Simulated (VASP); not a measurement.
Wanted: an ASE script for a VASP 6.6.1 run.

- Task: single point
- Functional: PBE
- Potentials or basis: VASP PAW PBE potentials, release 64 (Fe_GW)
- Cutoff: 550 eV
- k mesh: 13 × 13 × 13
- Occupations: gaussian, width 0.05 eV
- Spin: collinear spin, ferromagnetic start
- Starting moments: [3.0] μB
- Further INCAR settings: ALGO = Fast; EDIFF = 1.00e-07; NBANDS = 14

The structure of Fe lies in Fe.cif:

```cif
data_Fe
_cell_length_a 2.49934932
_cell_length_b 2.49934932
_cell_length_c 2.49934932
_cell_angle_alpha 109.47122063
_cell_angle_beta 109.47122063
_cell_angle_gamma 109.47122063
_space_group_name_H-M_alt 'P1'
_space_group_name_Hall 'P 1'
_space_group_IT_number 1
loop_
_space_group_symop_operation_xyz
'x,y,z'
loop_
_atom_site_label
_atom_site_type_symbol
_atom_site_symmetry_multiplicity
_atom_site_Wyckoff_symbol
_atom_site_fract_x
_atom_site_fract_y
_atom_site_fract_z
_atom_site_occupancy
Fe1 Fe 1 a 0.0000000000 0.0000000000 0.0000000000 1
```

The input as run:

run.py

```python
from ase.calculators.vasp import Vasp
from ase.dft.bandgap import bandgap
from ase.io import read

atoms = read('Fe.cif')
atoms.set_initial_magnetic_moments([3.0])
calc = Vasp(
    directory='calc',
    xc='pbe',
    pp='PBE',
    setups={'base': 'minimal', 'Fe': '_GW'},
    prec='Accurate',
    encut=550,
    ediff=1e-07,
    ismear=0,
    sigma=0.05,
    lreal=False,
    lasph=True,
    nelm=150,
    algo='Fast',
    isif=2,
    lwave=False,
    lcharg=False,
    ispin=2,
    lorbit=11,
    lmaxmix=4,
    kpts=[13, 13, 13],
    gamma=True,
    nbands=14,
)
atoms.calc = calc

print('energy (eV):', atoms.get_potential_energy())
print('free energy (eV):', atoms.get_potential_energy(force_consistent=True))
print('forces (eV/A):')
print(atoms.get_forces())
print('stress (eV/A^3, Voigt):', atoms.get_stress())
print('Fermi level (eV):', calc.get_fermi_level())
print('moment (muB):', atoms.get_magnetic_moment())
print('site moments (muB):', atoms.get_magnetic_moments())
gap, top, bottom = bandgap(calc)
print('band gap (eV):', gap, 'from (spin, k, band)', top, 'to', bottom)
```

Potentials or basis: VASP PAW PBE potentials, release 64 (Fe_GW).

Run with:

```bash
$ python run.py
```

It gave:

| Property | Result |
| --- | --- |
| Pressure | -10.0 GPa |
| Band gap on the k mesh | none (metal or under the smearing width) |
| Net moment | 2.28 μB per cell |
| Site moments | Fe +2.27 μB |
| Valence electrons inside the program's atomic spheres | Fe 7.09 |

Wall time 37 s on 1 thread of Intel(R) Xeon(R) Platinum 8488C (Sapphire Rapids), on a shared host, peak memory 0.15 GiB.
